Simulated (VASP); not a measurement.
The system is Te.

```xyz
3
Lattice="4.4540 0.0000 0.0000 -2.2270 3.8573 0.0000 0.0000 0.0000 5.9240" Properties=species:S:1:pos:R:3 pbc="T T T"
Te    1.1981    0.0000    1.9747
Te   -0.5991    1.0376    3.9493
Te    1.6279    2.8197    0.0000
```

- Program: VASP 6.6.1
- Task: relaxation of cell and atoms
- Functional: PBE
- Potentials or basis: VASP PAW PBE potentials, release 64 (Te)
- Cutoff: 600 eV
- k mesh: 9 × 9 × 6
- Occupations: gaussian, width 0.03 eV
- Spin: no spin polarisation

At the start: pressure 1.4 GPa; volume 33.93 Å³/atom.

Task: How do energy, volume and symmetry change on relaxing?

Result: Over 8 steps the energy falls by 4.6 meV/atom and the volume is 35.06 Å³/atom (+3.4 %); space group P3_121 (No. 152, to 0.05 Å).

The path:
```csv
step,energy change (eV),largest force (eV/Å),pressure (GPa),volume (Å³)
1,0.0000,0.1622,1.45,101.78
2,-0.0076,0.1035,-0.84,106.36
3,-0.0133,0.0036,0.02,104.50
4,-0.0135,0.0052,0.02,104.57
5,-0.0138,0.0102,0.02,104.79
6,-0.0138,0.0115,0.01,104.86
7,-0.0138,0.0104,0.00,104.94
8,-0.0139,0.0071,-0.02,105.19
```

Final structure:
```yaml
crystal:
  lattice:
    - [4.51587, 0.00000, 0.00000]
    - [-2.25793, 3.91086, 0.00000]
    - [0.00000, 0.00000, 5.95631]
  atoms:
    - { symbol: Te, position: [0.26909, 0.00000, 0.33333] }
    - { symbol: Te, position: [0.00000, 0.26909, 0.66667] }
    - { symbol: Te, position: [0.73091, 0.73091, 0.00000] }
```
